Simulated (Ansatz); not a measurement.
## B, before and after

The cell of B is invented: one element on all sites of the C type (P6_3/mmc, No. 194). The dimensions are guesses.

POSCAR.start

```
B
1.0
     2.79267    0.00000    0.00000
    -1.39634    2.41852    0.00000
     0.00000    0.00000   13.68122
B
12
Direct
  0.00000 0.00000 0.18750
  0.00000 0.00000 0.68750
  0.00000 0.00000 0.31250
  0.00000 0.00000 0.81250
  0.33333 0.66667 0.52083
  0.66667 0.33333 0.02083
  0.33333 0.66667 0.97917
  0.66667 0.33333 0.47917
  0.33333 0.66667 0.64583
  0.66667 0.33333 0.14583
  0.33333 0.66667 0.85417
  0.66667 0.33333 0.35417
```

The calculation used Ansatz 0.2.0, DFT PBE, scalar-relativistic, plane waves, PAW. Cutoff 420 eV, Gaussian smearing, Γ-centred meshes. Cell and atoms relax first on a coarse mesh and then on a finer one. In between, the cell is made exact in the group found at 0.06 Å. In metals the finer mesh still leaves noise of several meV/atom or more. The steps can't lower the symmetry of their start. No spin polarisation.

POSCAR.end

```
B
1.0
     2.87544    0.00000    0.00000
    -1.43772    2.49021    0.00000
     0.00000    0.00000   11.87935
B
12
Direct
  0.00000 0.00000 0.12385
  0.00000 0.00000 0.62385
  0.00000 0.00000 0.37615
  0.00000 0.00000 0.87615
  0.33333 0.66667 0.54308
  0.66667 0.33333 0.04308
  0.33333 0.66667 0.95692
  0.66667 0.33333 0.45692
  0.33333 0.66667 0.67837
  0.66667 0.33333 0.17837
  0.33333 0.66667 0.82163
  0.66667 0.33333 0.32163
```

The symmetry stays P6_3/mmc (No. 194). The volume per atom shrinks by 7.9 %, from 7.7 to 7.1 Å³. The shortest distance goes from 1.71 Å (B–B) to 1.61 Å (B–B). The ratio c/a of the conventional cell changes by a factor of 0.84. The energy falls by about 0.44 eV/atom (the start's value is from the coarse mesh).

For B, the volume per atom is 7.09 Å³, the density is 2.53 g/cm³ and the energy over the standard state is +0.56 eV/atom. The gap on the 18×18×4 mesh of the 12-atom cell is 0 eV (a metal).

Energies count from the standard state of B at the same level. So it is a metastable form at best.

The last run used Gaussian smearing of 0.10 eV. Symmetry constrained the relaxation, so the result can be a saddle point. In all, the 4 runs took 55 s on 1 thread of AMD EPYC 9B45 (Zen 5) (shared host). Another cell of B relaxed alike, in P6_122, lies 91 meV/atom lower, so this cell isn't the stable form at this level.
